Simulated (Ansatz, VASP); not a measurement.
## Two plane-wave programs on NiO

File INCAR:

```
SYSTEM = NiO
PREC = Accurate ; ENCUT = 600
EDIFF = 1E-6 ; ISMEAR = -1
SIGMA = 0.05 ; LREAL = .False.
LASPH = .True. ; NELM = 120
ALGO = Fast ; ISIF = 3
LWAVE = .False. ; LCHARG = .False.
ISPIN = 2 ; MAGMOM = 1 0
LORBIT = 11 ; LMAXMIX = 4
GGA = RP ; IVDW = 12
IBRION = 2 ; NSW = 40
EDIFFG = -0.02
```

KPOINTS

```
Automatic mesh
0
Gamma
  11 11 11
  0 0 0
```

POSCAR

```
NiO
1.0
    0.0000000000      2.0859016414      2.0859016414
    2.0859016414      0.0000000000      2.0859016414
    2.0859016414      2.0859016414      0.0000000000
Ni O
1 1
Direct
    0.0000000000      0.0000000000      0.0000000000
    0.5000000000      0.5000000000      0.5000000000
```

The input input.yaml:

```yaml
crystal:
  lattice:
    - [0.0, 2.0859016414, 2.0859016414]
    - [2.0859016414, 0.0, 2.0859016414]
    - [2.0859016414, 2.0859016414, 0.0]
  atoms:
    - { symbol: Ni, position: [0.0, 0.0, 0.0], spin: 1.0 }
    - { symbol: O, position: [0.5, 0.5, 0.5] }
hamiltonian:
  xc: rpbe
  pseudopotentials: { kind: paw }
  dispersion: d3bj
magnetization:
  spin_polarized: true
kpoints:
  mp_grid: { grid: [11, 11, 11] }
scf:
  occupations: { method: fermi_dirac, width: 0.05 }
output:
  forces: true
  stress: true
relax:
  f_tol: 0.01
  max_steps: 40
  cell: { stress_tol: 0.05 }
```

Alike in both runs: task relaxation of cell and atoms; functional RPBE; dispersion D3(BJ); k mesh 11 × 11 × 11; occupations fermi-dirac, width 0.05 eV; collinear spin, ferromagnetic start.

|  | VASP | Ansatz |
| --- | --- | --- |
| version | VASP 6.6.1 | Ansatz 0.2.0 |
| potentials or method | VASP PAW PBE potentials, release 64 (Ni, O) | Ansatz PAW |
| plane-wave cutoff (eV) | 600 | 420 |
| valence electrons in the cell | 16 | 24 |

|  | VASP | Ansatz | Ansatz less VASP |
| --- | --- | --- | --- |
| net moment per atom (μB) | 0.89 | 0.90 | +0.017 |
| size of the moment on the site where the two differ most (μB) | 0.27 | 0.29 | +0.021 |
| relaxed volume (Å³/atom) | 8.99 | 9.01 | +0.014 |
| relaxed cell length with the largest relative difference (Å) | 2.941 | 2.943 | +0.0015 |

Site moments also hang on the region over which each program counts them. The two sets of potentials don't hold the same shells in valence.

Caveats: a cell with one magnetic atom can't hold antiferromagnetic order, which such compounds often take; the PAW data sets were made with another functional, which shifts forces and pressure a little (VASP); semilocal functionals often make such compounds metallic where correlation or magnetic order opens a gap, which also shifts bond lengths (VASP); pairwise dispersion overbinds metals, which lowers pressure and volume (VASP); the plane-wave basis is chosen anew once the cell has moved, so the energies of steps on either side of that aren't comparable (Ansatz); the pressure holds a Pulay correction of +0.7 GPa for the finite cutoff (Ansatz); the PAW data sets come from PBE, with cores solved anew for the run's functional, which leaves a small shift of forces and pressure (Ansatz). With open d or f shells a metallic result of RPBE can be an artefact of self-interaction; +U or a hybrid may open a gap.
